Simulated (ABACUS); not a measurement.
Crystal: SiC (Moissanite).

```
Si C
1.0
     3.07600    0.00000    0.00000
    -1.53800    2.66389    0.00000
     0.00000    0.00000    5.04800
Si C
2 2
Direct
  0.66667 0.33333 0.50000
  0.33333 0.66667 0.00000
  0.66667 0.33333 0.88500
  0.33333 0.66667 0.38500
```

Program: ABACUS 3.10.1. Alike in all runs: task single point; no spin polarisation; cell as given; smearing fermi-dirac 0.05 eV.

Q: Order these runs on this cell by their band gap on the k mesh, lowest first.
A. level PBE; potentials or basis PseudoDojo NC SR 0.4.1 PBE standard, plane waves; k mesh 8 × 8 × 4; cutoff (eV) 1116; radial cutoff of the potentials (pseudo_rcut) 10 bohr; SCF threshold on the density 1e-08; eigensolver dav
B. level PBEsol; potentials or basis PseudoDojo NC SR 0.4.1 PBEsol standard, plane waves; k mesh 10 × 10 × 5; cutoff (eV) 1116; radial cutoff of the potentials (pseudo_rcut) 7 bohr; SCF threshold on the density 1e-08; eigensolver dav
C. level r2SCAN; potentials or basis SG15 ONCV 1.2 PBE, DZP LCAO (the cutoffs set its grid); k mesh 7 × 7 × 4; cutoff (eV) 1361; radial cutoff of the potentials (pseudo_rcut) 10 bohr; SCF threshold on the density 1e-07; eigensolver genelpa

A: B (2.33 eV), A (2.59 eV), C (2.98 eV).

Caveats: an odd mesh through Γ misses points on the zone boundary, where band edges often lie (some runs); there are fewer bands than atomic start orbitals, so a level may be missed at k points of high symmetry (some runs); the atomic orbitals were generated for these runs and aren't a published set (some runs); the basis of atomic orbitals isn't converged, which shifts pressures, moduli and gaps (some runs).

Not every run made on this cell is shown here.
